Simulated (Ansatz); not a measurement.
# SrO (Fm-3m) in Ansatz: single point with r2SCAN0

Aim: the single point of SrO with r2SCAN0.

Program: Ansatz 0.2.0. These are calculated values, not measurements. Logs are shortened: lines on timing, memory, paths and dates and some standing lists are left out, and cuts for length are marked.

### 1 The undisturbed crystal

It takes space group Fm-3m (No. 225, cubic). Conventional cell: a = 5.133 Å, b = 5.133 Å, c = 5.133 Å, α = 90.00°, β = 90.00°, γ = 90.00°. Sr (site symmetry m-3m) has 6 O at 2.57 Å as nearest neighbours. O (site symmetry m-3m) is surrounded by 6 Sr at 2.57 Å.

### 2 Single point, r2SCAN0, spin-orbit coupling, no magnetisation (volume scaled by 0.88)

The input, run.py:

```python
import json

import ase.io
import numpy as np
import spglib

import ansatz as az

atoms = ase.io.read("SrO.cif")
cell, frac, numbers = spglib.find_primitive((atoms.cell[:], atoms.get_scaled_positions(), atoms.numbers), symprec=1e-5)
atoms = ase.Atoms(numbers, cell=cell, scaled_positions=frac, pbc=True)

calculation = (
    az.Crystal.from_ase(atoms)
    .calculation()
    .kpoints(5, 5, 5)
    .functional("r2scan0")
    .pseudopotentials(kind="paw_fr")
    .spin("noncollinear", soc=True)
    .occupations(method="cold", width=0.1)
    .forces()
    .stress()
    .band_table(publish=True)
)
outcome = calculation.run(threads=2, events_out="events.jsonl")

report = outcome.report
for line in open("events.jsonl"):
    event = json.loads(line)
    if event["event"] == "scf_iter":
        d = event["data"]
        print(f"SCF {d['iter']:3d}  HF = {d['harris_foulkes_ev']:.6f} eV  dr2 = {d['dr2_ev']:.2e} eV")
    elif event["event"] in ("relax_step", "md_step"):
        d = event["data"]
        print(f"{event['event']} {d['step']:3d}  E = {d['lagrangian_ev']:.6f} eV")
np.set_printoptions(precision=5, suppress=True, linewidth=110)
print("converged:", report["converged"], "after", report["n_iterations"], "iterations")
print(f"free energy {report['free_energy_ev']:.6f} eV, Fermi level {report['fermi_energy_ev']:.4f} eV")
for key in ("band_edges_ev", "magnetization_mub", "site_moments_mub", "site_moments_nc_mub", "forces_ev_ang",
                "stress_gpa"):
    if report.get(key) is not None:
        print(key, np.array(report[key]), sep="\n")
```

The input, SrO.cif:

```cif
data_SrO
_cell_length_a 4.91848831
_cell_length_b 4.91848831
_cell_length_c 4.91848831
_cell_angle_alpha 90.00000000
_cell_angle_beta 90.00000000
_cell_angle_gamma 90.00000000
_space_group_name_H-M_alt 'Fm-3m'
_space_group_name_Hall '-F 4 2 3'
_space_group_IT_number 225
loop_
_space_group_symop_operation_xyz
'x,y,z'
'-x,-y,-z'
'-y,x,z'
'y,-x,-z'
'-x,-y,z'
'x,y,-z'
'y,-x,z'
'-y,x,-z'
'x,-y,-z'
'-x,y,z'
'-y,-x,-z'
'y,x,z'
'-x,y,-z'
'x,-y,z'
'y,x,-z'
'-y,-x,z'
'z,x,y'
'-z,-x,-y'
'z,-y,x'
'-z,y,-x'
'z,-x,-y'
'-z,x,y'
'z,y,-x'
'-z,-y,x'
'-z,x,-y'
'z,-x,y'
'-z,-y,-x'
'z,y,x'
'-z,-x,y'
'z,x,-y'
'-z,y,x'
'z,-y,-x'
'y,z,x'
'-y,-z,-x'
'x,z,-y'
'-x,-z,y'
'-y,z,-x'
'y,-z,x'
'-x,z,y'
'x,-z,-y'
'-y,-z,x'
'y,z,-x'
'-x,-z,-y'
'x,z,y'
'y,-z,-x'
'-y,z,x'
'x,-z,y'
'-x,z,-y'
'x,y+1/2,z+1/2'
'-x,-y+1/2,-z+1/2'
'-y,x+1/2,z+1/2'
'y,-x+1/2,-z+1/2'
[... 63 lines left out ...]
'-z+1/2,y,-x+1/2'
'z+1/2,-x,-y+1/2'
'-z+1/2,x,y+1/2'
'z+1/2,y,-x+1/2'
'-z+1/2,-y,x+1/2'
'-z+1/2,x,-y+1/2'
'z+1/2,-x,y+1/2'
'-z+1/2,-y,-x+1/2'
'z+1/2,y,x+1/2'
'-z+1/2,-x,y+1/2'
'z+1/2,x,-y+1/2'
'-z+1/2,y,x+1/2'
'z+1/2,-y,-x+1/2'
'y+1/2,z,x+1/2'
'-y+1/2,-z,-x+1/2'
'x+1/2,z,-y+1/2'
'-x+1/2,-z,y+1/2'
'-y+1/2,z,-x+1/2'
'y+1/2,-z,x+1/2'
'-x+1/2,z,y+1/2'
'x+1/2,-z,-y+1/2'
'-y+1/2,-z,x+1/2'
'y+1/2,z,-x+1/2'
'-x+1/2,-z,-y+1/2'
'x+1/2,z,y+1/2'
'y+1/2,-z,-x+1/2'
'-y+1/2,z,x+1/2'
'x+1/2,-z,y+1/2'
'-x+1/2,z,-y+1/2'
'x+1/2,y+1/2,z'
'-x+1/2,-y+1/2,-z'
'-y+1/2,x+1/2,z'
'y+1/2,-x+1/2,-z'
'-x+1/2,-y+1/2,z'
'x+1/2,y+1/2,-z'
'y+1/2,-x+1/2,z'
'-y+1/2,x+1/2,-z'
'x+1/2,-y+1/2,-z'
'-x+1/2,y+1/2,z'
'-y+1/2,-x+1/2,-z'
'y+1/2,x+1/2,z'
'-x+1/2,y+1/2,-z'
'x+1/2,-y+1/2,z'
'y+1/2,x+1/2,-z'
'-y+1/2,-x+1/2,z'
'z+1/2,x+1/2,y'
'-z+1/2,-x+1/2,-y'
'z+1/2,-y+1/2,x'
'-z+1/2,y+1/2,-x'
'z+1/2,-x+1/2,-y'
'-z+1/2,x+1/2,y'
'z+1/2,y+1/2,-x'
'-z+1/2,-y+1/2,x'
'-z+1/2,x+1/2,-y'
'z+1/2,-x+1/2,y'
'-z+1/2,-y+1/2,-x'
'z+1/2,y+1/2,x'
'-z+1/2,-x+1/2,y'
'z+1/2,x+1/2,-y'
'-z+1/2,y+1/2,x'
'z+1/2,-y+1/2,-x'
'y+1/2,z+1/2,x'
'-y+1/2,-z+1/2,-x'
'x+1/2,z+1/2,-y'
'-x+1/2,-z+1/2,y'
'-y+1/2,z+1/2,-x'
'y+1/2,-z+1/2,x'
'-x+1/2,z+1/2,y'
'x+1/2,-z+1/2,-y'
'-y+1/2,-z+1/2,x'
'y+1/2,z+1/2,-x'
'-x+1/2,-z+1/2,-y'
'x+1/2,z+1/2,y'
'y+1/2,-z+1/2,-x'
'-y+1/2,z+1/2,x'
'x+1/2,-z+1/2,y'
'-x+1/2,z+1/2,-y'
loop_
_atom_site_label
_atom_site_type_symbol
_atom_site_symmetry_multiplicity
_atom_site_Wyckoff_symbol
_atom_site_fract_x
_atom_site_fract_y
_atom_site_fract_z
_atom_site_occupancy
Sr1 Sr 4 b 0.5000000000 0.0000000000 0.0000000000 1
O1 O 4 a 0.0000000000 0.0000000000 0.0000000000 1
```

Potentials or basis: Ansatz PAW.

The run is started by

```bash
$ python run.py
```

The program printed:

```text
DeckWarning: basis.ecutwfc = 500 eV, auto-derived from the records' recommended cutoffs: set by Sr (their level for a meta-GGA)
DeckWarning: output.stress: scf.convergence.dr2_threshold = 1e-7 eV (the SCF's general default) is looser than the 2e-10 eV advised for a printed stress (1e-10 eV for each atom of the cell: 2). What an SCF threshold leaves in a stress goes as its square root, and in the free energy as the threshold itself, and one threshold admits the most on a small cell: of the crystals measured, under no hybrid functional and no lock of the mo [...]
DeckWarning: output.stress: scf.exx.energy_threshold = 1e-6 eV is looser than the 2e-8 eV advised for a stress under a hybrid functional (1e-8 eV for each atom of the cell: 2). Every SCF of the exchange loop can meet its threshold on dr2 while the loop round them stops early: no threshold on dr2 bounds what that leaves in the stress. Set scf.exx.energy_threshold to 2e-8 eV or tighter. The threshold is the loop's pass mark: a loop [...]
PlacementWarning: RAYON_NUM_THREADS=2 ignored (pool sized by the plan → 2); use plan(threads=…)
SCF   1  HF = -4122.305538 eV  dr2 = 9.43e-01 eV
SCF   2  HF = -4122.368241 eV  dr2 = 2.45e-01 eV
SCF   3  HF = -4122.407633 eV  dr2 = 6.96e-02 eV
SCF   4  HF = -4122.437252 eV  dr2 = 1.60e-03 eV
SCF   5  HF = -4122.438295 eV  dr2 = 1.70e-05 eV
SCF   1  HF = -4121.561273 eV  dr2 = 1.08e-02 eV
SCF   2  HF = -4121.557901 eV  dr2 = 1.45e-03 eV
SCF   3  HF = -4121.561107 eV  dr2 = 7.01e-04 eV
SCF   4  HF = -4121.560915 eV  dr2 = 6.97e-06 eV
SCF   5  HF = -4121.560959 eV  dr2 = 4.68e-06 eV
SCF   6  HF = -4121.560958 eV  dr2 = 1.10e-06 eV
SCF   1  HF = -4121.560971 eV  dr2 = 7.50e-07 eV
SCF   2  HF = -4121.560971 eV  dr2 = 3.27e-08 eV
SCF   3  HF = -4121.560971 eV  dr2 = 5.70e-08 eV
SCF   4  HF = -4121.560971 eV  dr2 = 9.57e-10 eV
converged: True after 15 iterations
free energy -4121.560971 eV, Fermi level 10.8792 eV
band_edges_ev
[ 7.83565 13.78138]
magnetization_mub
0.0
site_moments_nc_mub
[[0. 0. 0.]
 [0. 0. 0.]]
forces_ev_ang
[[-0. -0.  0.]
 [ 0.  0. -0.]]
stress_gpa
[[17.14899  0.       0.     ]
 [ 0.      17.14899 -0.     ]
 [-0.      -0.      17.14899]]
```

It took 29 s on 2 threads of Arm Neoverse V2, shared host; peak memory 1 GiB.

What came out:

```
Free energy            : -4121.5610 eV
Pressure               : 17.1 GPa
Band gap on the k mesh : 5.95 eV, direct
```

Levels at points of the mesh, in eV from the valence-band top:
| k point | band 14 | band 15 | band 16 | band 17 | band 18 | band 19 |
| --- | --- | --- | --- | --- | --- | --- |
| (0.00, 0.00, 0.00) | -0.03 | -0.03 | -0.03 | 7.74 | 7.74 | 9.36 |

Caveat: the k mesh is coarse (spacing up to 0.44 Å⁻¹), so the values aren't converged, least of all with exact exchange; odd divisions of the mesh miss points on the zone boundary, where band edges often lie, so the gap on the mesh can be too wide; the PAW data sets were made with another functional, which shifts forces and pressure a little; the thresholds are loose for stress.
